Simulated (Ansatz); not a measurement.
## Molecular dynamics of BaTiO₃

Input:

```yaml
accuracy: low
crystal:
  lattice:
    - [6.933702, 0.0, 0.0]
    - [-4.642831, 6.558631, 0.0]
    - [0.0, 0.0, 18.050726]
  atoms:
    - { symbol: Ba, position: [0.0, 0.0, 0.0553994] }
    - { symbol: Ti, position: [0.49375, 0.990666, 0.0573432] }
    - { symbol: O, position: [0.7543328, 0.1331154, 0.1318014] }
    - { symbol: O, position: [0.4973589, 0.7527557, 0.0562208] }
    - { symbol: O, position: [0.2520948, 0.8730732, 0.1324974] }
    - { symbol: Ba, position: [1.0, 0.5, 0.0553994] }
    - { symbol: Ti, position: [0.49375, 0.490666, 0.0573432] }
    - { symbol: O, position: [0.7543328, 0.6331154, 0.1318014] }
    - { symbol: O, position: [0.4973589, 0.2527557, 0.0562208] }
    - { symbol: O, position: [0.2520948, 0.3730732, 0.1324974] }
    - { symbol: Ba, position: [0.49282483, 0.25254655, 0.229059] }
    - { symbol: Ti, position: [1.00062524, 0.23980939, 0.22872406] }
    - { symbol: O, position: [0.24799161, 0.36451397, 0.28883746] }
    - { symbol: O, position: [0.99744232, 0.00395087, 0.19717582] }
    - { symbol: O, position: [0.74716778, 0.10464464, 0.2894458] }
    - { symbol: Ba, position: [0.51560136, 0.75048674, 0.22874563] }
    - { symbol: Ti, position: [0.99666434, 0.7232948, 0.22611289] }
    - { symbol: O, position: [0.22591237, 0.84994308, 0.28741613] }
    - { symbol: O, position: [1.01093666, 0.49369715, 0.19777146] }
    - { symbol: O, position: [0.74775808, 0.6199076, 0.28513917] }
    - { symbol: Ba, position: [0.97479513, 0.463218, 0.41172746] }
    - { symbol: Ti, position: [0.49140323, 0.49335872, 0.39102153] }
    - { symbol: O, position: [0.73749152, 0.60797643, 0.45256414] }
    - { symbol: O, position: [0.49745641, 0.2347755, 0.36660456] }
    - { symbol: O, position: [0.23882143, 0.3619684, 0.44994941] }
    - { symbol: Ba, position: [0.98965439, 0.99588154, 0.39672349] }
    - { symbol: Ti, position: [0.48161306, 0.9839444, 0.39546543] }
    - { symbol: O, position: [0.71408715, 0.09668312, 0.45629463] }
    - { symbol: O, position: [0.49979587, 0.73835164, 0.37255741] }
    - { symbol: O, position: [0.22941532, 0.85004187, 0.45057408] }
basis:
  ecutwfc: 420.0
kpoints:
  mp_grid: { grid: [2, 2, 1] }
hamiltonian:
  xc: pbesol
  pseudopotentials: { kind: paw, azcp: { folder: soft_1 } }
scf:
  occupations: { method: fermi_dirac, width: 0.02 }
  lower_state_search: "off"
md:
  timestep: 1
  n_steps: 210
  ensemble: nve
  temperature: 600.0
  initial_velocities: maxwell_boltzmann
  seed: 793233
  constraints: [{ sites: [0, 1, 2, 3, 4, 5, 6, 7, 8, 9] }]
```

Command:

```bash
$ ansatz run input.yaml --threads 4 --pin off --max-ram 10240MiB --backend cpu --events-out ev --progress --plain --runs-dir out
```

It goes on from the last frame of an earlier run, with new velocities.

Output, in part (step lines):

```
md step     0: t =     0.00 fs  T =   600.0 K  F+E_penalty+E_count = -60150.35033113 eV  E_kin = 1.551120 eV  conserved = -60148.79921115 eV  (38 SCF iters)
md step     1: t =     1.00 fs  T =   595.2 K  F+E_penalty+E_count = -60150.33801738 eV  E_kin = 1.538810 eV  conserved = -60148.79920733 eV  (20 SCF iters)
md step     2: t =     2.00 fs  T =   587.0 K  F+E_penalty+E_count = -60150.31671484 eV  E_kin = 1.517536 eV  conserved = -60148.79917924 eV  (20 SCF iters)
md step     3: t =     3.00 fs  T =   575.5 K  F+E_penalty+E_count = -60150.28687474 eV  E_kin = 1.487747 eV  conserved = -60148.79912746 eV  (20 SCF iters)
md step     4: t =     4.00 fs  T =   561.0 K  F+E_penalty+E_count = -60150.24932524 eV  E_kin = 1.450270 eV  conserved = -60148.79905501 eV  (19 SCF iters)
md step     5: t =     5.00 fs  T =   544.0 K  F+E_penalty+E_count = -60150.20522325 eV  E_kin = 1.406257 eV  conserved = -60148.79896618 eV  (7 SCF iters)
md step     6: t =     6.00 fs  T =   525.0 K  F+E_penalty+E_count = -60150.15598278 eV  E_kin = 1.357117 eV  conserved = -60148.79886610 eV  (7 SCF iters)
md step     7: t =     7.00 fs  T =   504.6 K  F+E_penalty+E_count = -60150.10319007 eV  E_kin = 1.304429 eV  conserved = -60148.79876064 eV  (7 SCF iters)
[... lines left out ...]
md step   210: t =   210.00 fs  T =   376.1 K  F+E_penalty+E_count = -60149.77085083 eV  E_kin = 0.972389 eV  conserved = -60148.79846163 eV  (18 SCF iters)
```

The steps, from the saved trajectory:

| time (fs) | T (K) | potential energy less start (eV) | conserved less start (meV/atom) |
| --- | --- | --- | --- |
| 0 | 600 | 0.000 | 0.00 |
| 7 | 505 | 0.247 | 0.01 |
| 14 | 375 | 0.583 | 0.03 |
| 21 | 357 | 0.629 | 0.03 |
| 28 | 408 | 0.496 | 0.01 |
| 35 | 431 | 0.437 | 0.02 |
| 42 | 435 | 0.427 | 0.01 |
| 49 | 390 | 0.544 | 0.02 |
| 56 | 325 | 0.711 | 0.03 |
| 63 | 355 | 0.634 | 0.03 |
| 70 | 445 | 0.401 | 0.01 |
| 77 | 445 | 0.402 | 0.02 |
| 84 | 444 | 0.404 | 0.02 |
| 91 | 469 | 0.338 | 0.01 |
| 98 | 415 | 0.479 | 0.02 |
| 105 | 379 | 0.572 | 0.03 |
| 112 | 410 | 0.491 | 0.02 |
| 119 | 435 | 0.426 | 0.02 |
| 126 | 451 | 0.386 | 0.03 |
| 133 | 500 | 0.259 | 0.01 |
| 140 | 467 | 0.344 | 0.01 |
| 147 | 397 | 0.526 | 0.03 |
| 154 | 424 | 0.456 | 0.02 |
| 161 | 452 | 0.384 | 0.01 |
| 168 | 417 | 0.473 | 0.02 |
| 175 | 419 | 0.468 | 0.02 |
| 182 | 460 | 0.364 | 0.02 |
| 189 | 499 | 0.260 | 0.01 |
| 196 | 497 | 0.267 | 0.01 |
| 203 | 438 | 0.421 | 0.02 |
| 210 | 376 | 0.579 | 0.02 |

The run went to its last step. The conserved energy stayed within 0.035 meV per atom of its start (net change 0.025 meV per atom), so the integration is sound. A run of 0.21 ps of so small a system gives no equilibrium averages. Limits of this set-up: coarse k mesh, thin slab, slab without dipole correction, PAW files made for another functional, a typed lattice constant that wasn't relaxed here, low accuracy level.

Mean squared displacements from the first frame to the last: Ba 0.11 Å², Ti 0.06 Å², O 0.08 Å².

Last frame:

```xyz
30
Lattice="6.9337 0.0000 0.0000 -4.6428 6.5586 0.0000 0.0000 0.0000 18.0507" Properties=species:S:1:pos:R:3
Ba 0.000 0.000 1.000
Ti -1.176 6.497 1.035
O 4.612 0.873 2.379
O -0.046 4.937 1.015
O -2.306 5.726 2.392
Ba 4.612 3.279 1.000
Ti 1.145 3.218 1.035
O 2.291 4.152 2.379
O 2.275 1.658 1.015
O 0.016 2.447 2.392
Ba 2.320 1.736 4.149
Ti 5.819 1.597 4.018
O -0.001 2.505 5.120
O 6.866 0.016 3.660
O 4.498 0.802 5.074
Ba -0.207 4.959 4.015
Ti 3.428 4.895 4.128
O -2.505 5.634 5.310
O 4.694 3.354 3.753
O 2.356 4.216 5.319
Ba 4.676 3.576 7.503
Ti 1.230 3.506 6.890
O 2.337 4.332 8.080
O 2.404 1.907 6.669
O 0.071 2.656 8.044
Ba 2.428 6.639 7.581
Ti -1.055 6.828 7.137
O 4.795 1.073 8.093
O 0.031 5.085 6.673
O -2.168 6.150 8.305
```

Time of the run: 23 min on 4 threads of Arm Neoverse V2 (shared host), peak memory 2.8 GiB.
